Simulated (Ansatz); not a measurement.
Crystal: HfC.

```
Hf C
1.0
     3.34287    0.00000    0.00000
    -1.67143    2.89501    0.00000
     0.00000    0.00000    5.20271
Hf C
2 2
Direct
  0.33333 0.66667 0.25000
  0.66667 0.33333 0.75000
  0.00000 0.00000 0.50000
  0.00000 0.00000 0.00000
```

The cell comes from a database or a generator and needn't be the stable form of this composition.

Base run:

```yaml
Program: Ansatz 0.2.0
Functional: PBEsol
Potentials_or_basis: Ansatz PAW
Cutoff: 420 eV
Density_cutoff: 1680 eV
k_mesh: 9 × 9 × 5
Occupations: fermi-dirac, width 0.05 eV
Spin: no spin polarisation
Hubbard_terms: Hf d U = 8 eV
```

Its results: band gap on the k mesh none (metal or under the smearing width); pressure 5.9 GPa.

**Question.** The run is repeated on the same cell with these changes: hubbard terms from Hf d U = 8 eV to Hf d U = 4 eV. What comes out?

**Answer.** Band gap on the k mesh none (metal or under the smearing width); pressure -1.5 GPa.

Caveats: U without spin polarisation on a metal has little footing; the PAW data sets come from PBE, with cores solved anew for the run's functional, which leaves a small shift of forces and pressure; the U is typed as a test and isn't derived for this compound.

Not every run made on this cell is shown here.
